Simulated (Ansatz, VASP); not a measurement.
**BaS in VASP and in Ansatz**

```
Ba S
1.0
     0.00000    3.11491    3.11491
     3.11491    0.00000    3.11491
     3.11491    3.11491    0.00000
Ba S
1 1
Direct
  0.00000 0.00000 0.00000
  0.50000 0.50000 0.50000
```

Alike in both runs: task single point; functional PBE; k mesh 8 × 8 × 8; occupations gaussian, width 0.02 eV; no spin polarisation.

|  | VASP | Ansatz |
| --- | --- | --- |
| version | VASP 6.6.1 | Ansatz 0.2.0 |
| potentials or method | VASP PAW PBE potentials, release 64 (Ba_sv, S) | scalar-relativistic, plane waves, PAW |
| plane-wave cutoff (eV) | 520 | 420 |
| valence electrons in the cell | 16 | 16 |

Ansatz gave:

- gap on the k mesh at the Fermi level (eV): 2.08
- least direct gap on the mesh (eV): 2.13
- pressure (GPa): 4.8

Which values does VASP return?

gap on the k mesh at the Fermi level (eV): 1.96; least direct gap on the mesh (eV): 2.05; pressure (GPa): 5.6.

The functional is the same, so the differences come from potentials, cutoffs and numerics.

Caveats: spin-orbit coupling is left out, which moves the levels of the heavy elements. Expect the measured gap to be larger: semilocal functionals such as PBE lack the derivative discontinuity. A k mesh can miss the band edges.
